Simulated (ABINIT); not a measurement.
An input for ABINIT 10.8.3 (CdS (Hawleyite)):

```
acell 3*1.0 Angstrom
rprim 
  -0.000000000000 2.916500000000 2.916500000000
  2.916500000000 -0.000000000000 2.916500000000
  2.916500000000 2.916500000000 -0.000000000000
ntypat 2
znucl 48 16
natom 2
typat 1 2
xred 
  0.000000000000 0.000000000000 0.000000000000
  0.250000000000 0.250000000000 0.250000000000
pp_dirpath "pseudos"
pseudos "Cd.upf, S.upf"
ecut 47
ngkpt 4 4 4
nshiftk 1
shiftk 0 0 0
kptopt 1
chksymbreak 0
istwfk *1
occopt 1
irdwfk 1
optdriver 3
nband 199
ecuteps 9.7
inclvkb 2
awtr 1
symchi 1
irdqps 1
gwcalctyp 28
nqptdm 7
qptdm 
  0.2500000000 0.0000000000 0.0000000000
  0.5000000000 0.0000000000 0.0000000000
  0.2500000000 0.2500000000 0.0000000000
  0.5000000000 0.2500000000 0.0000000000
  -0.2500000000 0.2500000000 0.0000000000
  0.5000000000 0.5000000000 0.0000000000
  -0.2500000000 0.5000000000 0.2500000000
indata_prefix "in"
outdata_prefix "out"
tmpdata_prefix "tmp"
```

```sh
OMP_NUM_THREADS=1 mpirun -n 4 abinit run.abi > log; mrgscr < mrgscr.stdin
```

Question: How long will it take on 4 MPI ranks of Arm Neoverse V1, shared host, and how much memory?

It took 2.6 min; on shared hardware allow 77 s to 5.1 min. Peak host memory was 1.9 GiB.

[Paths, hosts, dates, memory and timing lines, banners, echoed tables and standing remarks are left out of the program output.]

[Logs are printed without paths, hosts, clocks, repeated set-up lines and the standing remarks that a program may print on its own settings, such as how far it seeks lower states.]

[Runs of the session that timed out or met a known fault of the program may be left out.]

[Hosts, paths, dates, database ids (printed as entryN), source tags and the programs' standing remarks are cut or masked in the printed files.]

[G0W0 gaps are taken among the corrected bands and points alone; a level outside them can change the order at an edge.]

[Where Ansatz stands beside ABINIT at settings called matched, ABINIT's density can come from a denser mesh and the files from another edition; pairs whose starting gaps differed by over 0.03 eV were left out, so agreement reads better than it is.]
